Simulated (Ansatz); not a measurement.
The system is SnTe.

```
CELL_PARAMETERS angstrom
0.00000 3.61115 3.61115
3.61115 0.00000 3.61115
3.61115 3.61115 0.00000
ATOMIC_POSITIONS crystal
Te 0.25000 0.25000 0.25000
Sn 0.00000 0.00000 0.00000
```

Measurements of this composition are mostly on another form, of space group No. 225.

* Program: Ansatz 0.2.0
* Task: relaxation of cell and atoms
* Functional: HSE06
* Potentials or basis: Ansatz PAW
* Cutoff: 420 eV (not typed: the program's choice for these potentials)
* k mesh: 4 × 4 × 4
* Occupations: fermi-dirac, width 0.05 eV
* Spin: no spin polarisation

At the start: volume 47.09 Å³/atom.

**Question.** Where does the relaxation end?

**Answer.** It ends after 3 steps and the volume is 45.97 Å³/atom (-2.4 %); space group F-43m (No. 216, to 0.05 Å).

The path:
```csv
step,energy change (eV),largest force (eV/Å),volume (Å³)
1,0.0000,0.0000,94.18
2,-0.0047,0.0000,91.94
3,-0.0045,0.0000,91.94
```

Final structure:
```
CELL_PARAMETERS angstrom
0.00000 3.58232 3.58232
3.58232 0.00000 3.58232
3.58232 3.58232 0.00000
ATOMIC_POSITIONS crystal
Te 0.25000 0.25000 0.25000
Sn 0.00000 0.00000 0.00000
```

Caveat: the plane-wave basis is chosen anew once the cell has moved, so the energies of steps on either side of that aren't comparable; the PAW data sets come from PBE, with cores solved anew for the run's functional, which leaves a small shift of forces and pressure.
